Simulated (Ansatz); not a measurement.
Step by step: Bi, atoms shaken at random, then relaxed with the cell

The calculation used Ansatz 0.2.0, DFT, PBE, PAW with Ansatz's default frozen-core files, scalar-relativistic.

Command: `ansatz run input.yaml --threads 1 --pin off --max-ram 2048MiB --backend cpu --events-out ev --progress --plain --runs-dir out` The run took 71 s on 1 thread of Arm Neoverse V1, on a shared host.

```yaml
crystal:
  lattice:
    - [2.2675, 1.3091417354, 3.938]
    - [-2.2675, 1.3091417354, 3.938]
    - [0.0, -2.6182834708, 3.938]
  atoms:
    - { symbol: Bi, position: [0.22653121, 0.22748694, 0.24033585] }
    - { symbol: Bi, position: [0.7688458, 0.79017939, 0.77398238] }
kpoints:
  mp_grid: { grid: [6, 6, 6] }
scf:
  occupations: { method: fermi_dirac, width: 0.05 }
hamiltonian:
  xc: pbe
  pseudopotentials: { kind: paw }
output:
  forces: true
  stress: true
  efg: { contact_densities: true }
  write_density: true
  write_potential: true
  elf: true
  volumetric_format: npy
relax:
  f_tol: 0.01
  max_steps: 80
  cell: {}
```

Spin–orbit coupling is left out, though it moves levels of the heavy atoms by tenths of an eV or more.

The cell comes from COD entry 5000215, which wasn't checked; take it as a given geometry. It differs from other determinations. The listed cell was then made from it by scaling, straining or moving an atom.

The cutoff is 420 eV; energies and pressures of the walk include the program's estimate of the Pulay term.

Each frame lists the cell vectors (Å), then Cartesian positions (Å) and forces (eV/Å). Free energies count from the first step, -24793.0021 eV.

The walk took 8 evaluations in all; steps that aren't listed are left out.

Step 1: E = 0.0 meV, P = 4.25 GPa

```
cell 2.2675 1.3091 3.9380 -2.2675 1.3091 3.9380 0.0000 -2.6183 3.9380
Bi   -0.0022   -0.0349    2.7344    -0.181   0.225   1.039
Bi   -0.0484    0.0145    9.1874     0.181  -0.225  -1.039
```

Step 2: E = -8.5 meV, P = -2.71 GPa

```
cell 2.2932 1.3593 4.1122 -2.3353 1.3567 4.1373 -0.0234 -2.6552 4.1045
Bi   -0.0391    0.0036    3.0392     0.039  -0.032  -0.690
Bi   -0.0785    0.0369    9.4277    -0.039   0.032   0.690
```

Step 3: E = -115.4 meV, P = -0.64 GPa

```
cell 2.2944 1.3549 3.9966 -2.3206 1.3482 4.0139 -0.0190 -2.6577 3.9902
Bi   -0.0295   -0.0041    2.8790     0.031  -0.036  -0.222
Bi   -0.0676    0.0289    9.2313    -0.031   0.036   0.222
```

Step 4: E = -122.6 meV, P = 0.45 GPa

```
cell 2.2853 1.3380 4.0009 -2.3043 1.3339 4.0132 -0.0131 -2.6456 3.9983
Bi   -0.0220   -0.0131    2.8488    -0.009   0.007   0.082
Bi   -0.0616    0.0189    9.2733     0.009  -0.007  -0.082
```

Step 5: E = -124.9 meV, P = 0.08 GPa

```
cell 2.2753 1.3306 4.0744 -2.3051 1.3320 4.0911 -0.0137 -2.6322 4.0726
Bi   -0.0240   -0.0118    2.9005    -0.010   0.012   0.018
Bi   -0.0708    0.0220    9.4494     0.010  -0.012  -0.018
```

Step 6: E = -125.0 meV, P = -0.06 GPa

```
cell 2.2777 1.3366 4.0681 -2.3082 1.3349 4.0862 -0.0167 -2.6380 4.0661
Bi   -0.0258   -0.0099    2.8974     0.003  -0.002   0.001
Bi   -0.0729    0.0229    9.4345    -0.003   0.002  -0.001
```

Task: How does the relaxation end?

Result: It converges, with a = 4.848 Å, b = 4.877 Å, c = 4.845 Å, α = 56.26°, β = 56.46°, γ = 56.23° for the cell as listed; within 0.05 Å it has space group C2/m; smaller departures are within what the tolerances leave open. The last solve (on a basis chosen afresh for the final cell, so its energy is not quite comparable) gives E = -125.6 meV, P = -0.01 GPa:
```
cell 2.2764 1.3348 4.0670 -2.3068 1.3338 4.0848 -0.0160 -2.6361 4.0651
Bi   -0.0255   -0.0103    2.8974     0.000   0.000   0.001
Bi   -0.0724    0.0225    9.4311     0.000   0.000  -0.001
```
